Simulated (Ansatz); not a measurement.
Input of an Ansatz 0.2.0 run:

Contents of input.yaml:

```yaml
crystal:
  lattice:
    - [3.085, 0.0, 0.0]
    - [-1.5425, 2.6716883707, 0.0]
    - [0.0, 0.0, 3.523]
  atoms:
    - { symbol: Mg, position: [0.0, 0.0, 0.0] }
    - { symbol: B, position: [0.6666666667, 0.3333333333, 0.5] }
    - { symbol: B, position: [0.3333333333, 0.6666666667, 0.5] }
hamiltonian:
  xc: pbe
  pseudopotentials: { kind: paw }
kpoints:
  mp_grid: { grid: [10, 10, 8] }
scf:
  occupations: { method: gaussian, width: 0.014 }
output:
  forces: true
  stress: true
  eigenvalues: true
```

Potentials or basis: Ansatz PAW.

Run with:

```bash
$ ansatz run input.yaml --threads 2 --pin off --max-ram 5632MiB --backend cpu --events-out ev --progress --plain --runs-dir out
```

Problem. Predict the band gap on the k mesh.

Solution. None (metal or under the smearing width).

Problem. Estimate the pressure.

Solution. -0.9 GPa.

Stress tensor (GPa, compression positive):
```
-0.54  0.00  0.00
 0.00 -0.54  0.00
 0.00  0.00 -1.50
```
